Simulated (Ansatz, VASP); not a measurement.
This is a calculation of SnO2 for VASP 6.6.1.

File INCAR:

```
SYSTEM = SnO2
ALGO     = Normal         ! electronic algorithm
EDIFF    = 1E-6           ! SCF threshold, eV
ENCUT    = 520            ! plane-wave cutoff, eV
ISIF     = 2              ! what is computed and relaxed
ISMEAR   = -1             ! smearing method
LASPH    = .TRUE.         ! aspherical terms in the spheres
LCHARG   = .TRUE.         ! write CHGCAR
LELF     = .TRUE.         ! ELF
LREAL    = .FALSE.        ! projectors in reciprocal space
LVHAR    = .TRUE.       
LWAVE    = .FALSE.        ! write WAVECAR
NBANDS   = 20             ! bands
NELM     = 60             ! most SCF steps
PREC     = Accurate       ! precision mode
SIGMA    = 0.05           ! smearing width, eV
```

The input KPOINTS:

```
k-points
0
G
  10 10 10
  0 0 0
```

Contents of POSCAR:

```
SnO2
1.0
    1.6488088345      0.9519402245      4.8947457539
   -1.6488088345      0.9519402245      4.8947457539
    0.0000000000     -1.9038804490      4.8947457539
Sn O
1 2
Direct
    0.5000000000      0.5000000000      0.5000000000
    0.7628300000      0.7628300000      0.7628300000
    0.2371700000      0.2371700000      0.2371700000
```

Potentials or basis: VASP PAW LDA potentials, release 64 (Sn_d, O).

The run is started by

```bash
$ cat potpaw_LDA.64/Sn_d/POTCAR potpaw_LDA.64/O/POTCAR > POTCAR
$ mpirun -np 1 vasp_std > vasp.out
```

Q: Set up the same calculation for Ansatz 0.2.0. Potentials there: Ansatz PAW.

A: As run (the cutoff follows the program's own potentials):

input.yaml

```yaml
crystal:
  lattice:
    - [1.6488088345, 0.9519402245, 4.8947457539]
    - [-1.6488088345, 0.9519402245, 4.8947457539]
    - [0.0, -1.903880449, 4.8947457539]
  atoms:
    - { symbol: Sn, position: [0.5, 0.5, 0.5] }
    - { symbol: O, position: [0.76283, 0.76283, 0.76283] }
    - { symbol: O, position: [0.23717, 0.23717, 0.23717] }
hamiltonian:
  xc: lda
  pseudopotentials: { kind: paw }
kpoints:
  mp_grid: { grid: [10, 10, 10] }
scf:
  occupations: { method: fermi_dirac, width: 0.05 }
output:
  forces: true
  stress: true
  eigenvalues: true
```

Potentials or basis: Ansatz PAW.

Command:

```bash
$ ansatz run input.yaml --threads 1 --pin off --max-ram 3584MiB --backend cpu --events-out ev --progress --plain --runs-dir out
```

Both were run:

|  | VASP | Ansatz | Ansatz less VASP |
| --- | --- | --- | --- |
| gap on the k mesh at the Fermi level (eV) | 1.43 | 1.43 | +0.003 |
| least direct gap on the mesh (eV) | 1.51 | 1.51 | -0.002 |
| pressure (GPa) | -14.8 | -15.3 | -0.54 |
| largest component of the traceless stress (GPa) | 4.10 | 4.48 | +0.380 |
| rms of the force components (eV/Å) | 0.535 | 0.558 | +0.0232 |

Atom by atom the forces differ by 0.023 eV/Å (rms over components).

Caveats: spin-orbit coupling is left out, which moves the levels of the heavy elements; forces of over 1 eV/Å show positions far from the minimum, so gaps and moduli don't describe the material at rest; the pressure holds a Pulay correction of +0.9 GPa for the finite cutoff (Ansatz); the PAW data sets come from PBE, with cores solved anew for the run's functional, which leaves a small shift of forces and pressure (Ansatz). A k mesh can miss the band edges. A hybrid or GW would open this gap; LDA tends to underestimate it.
